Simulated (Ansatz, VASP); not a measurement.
## Ta in VASP and in Ansatz

Contents of INCAR:

```
PREC = Accurate
ENCUT = 520
EDIFF = 1E-6
ISMEAR = -1
SIGMA = 0.1
LREAL = F
LASPH = T
NELM = 100
ALGO = Normal
ISIF = 2
LWAVE = F
LCHARG = F
GGA = PS
NBANDS = 12
```

Contents of KPOINTS:

```
regular mesh
0
Gamma
  22 22 22
```

POSCAR

```
Ta
1.0
   -1.6197170869      1.6197170869      1.6197170869
    1.6197170869     -1.6197170869      1.6197170869
    1.6197170869      1.6197170869     -1.6197170869
Ta
1
Direct
    0.0000000000      0.0000000000      0.0000000000
```

Input for Ansatz:

```yaml
crystal:
  lattice:
    - [-1.6197170869, 1.6197170869, 1.6197170869]
    - [1.6197170869, -1.6197170869, 1.6197170869]
    - [1.6197170869, 1.6197170869, -1.6197170869]
  atoms:
    - { symbol: Ta, position: [0.0, 0.0, 0.0] }
hamiltonian:
  xc: pbesol
  pseudopotentials:
    kind: paw
    azcp:
      Ta: "pseudopotentials/Ta.paw.azcp"
basis:
  ecutwfc: 420
  fft_grid_basis: typed
kpoints:
  mp_grid: { grid: [22, 22, 22], shift: [0, 0, 0] }
magnetization:
  spin_polarized: false
scf:
  occupations: { method: fermi_dirac, width: 0.1 }
output:
  stress: true
```

Alike in both runs: task single point; functional PBEsol; k mesh 22 × 22 × 22; occupations fermi-dirac, width 0.1 eV; no spin polarisation.

|  | VASP | Ansatz |
| --- | --- | --- |
| version | VASP 6.6.1 | Ansatz 0.2.0 |
| potentials or method | VASP PAW PBE potentials, release 64 (Ta_pv) | plane waves (420 eV) with PAW, scalar-relativistic |
| plane-wave cutoff (eV) | 520 | 420 |
| valence electrons in the cell | 11 | 13 |

Ansatz gave:

| Item | Value |
| --- | --- |
| pressure (GPa) | 8.8 |

Task: What did VASP give for the same quantities?

Result: Pressure (GPa): 9.0.

The functional is the same, so the differences come from potentials, cutoffs and numerics. The two sets of potentials don't hold the same shells in valence. Ansatz warned: «pseudo_functional_mismatch».

Caveats: the PAW data sets were made with another functional, which shifts forces and pressure a little (VASP). Spin-orbit coupling is left out, which matters for the levels of Ta.
